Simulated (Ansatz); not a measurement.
**diamond against fcc along the lanthanides**

Level of theory: Ansatz 0.2.0, DFT, RPBE, plane waves (420 eV) with PAW, scalar-relativistic. The PAW files were generated under PBE, with cores re-solved for the functional.

Each structure is relaxed within its symmetry, in the lowest magnetic state of the tried starts. Differences under about 8 meV lie within the error of the k-point mesh.

Semilocal functionals delocalise ytterbium's f shell and shrink the cell.

| element | E(diamond) − E(fcc) (meV/atom) | V(diamond) (Å³/atom) | V(fcc) (Å³/atom) | state of diamond | state of fcc |
| --- | --- | --- | --- | --- | --- |
| La | 1056 | 38.53 | 39.20 | spin not included | spin not included |
| Yb | 1045 | 90.29 | 38.67 | spin not included | non-magnetic |
| Lu | 1900 | 54.27 | 30.60 | spin not included | spin not included |
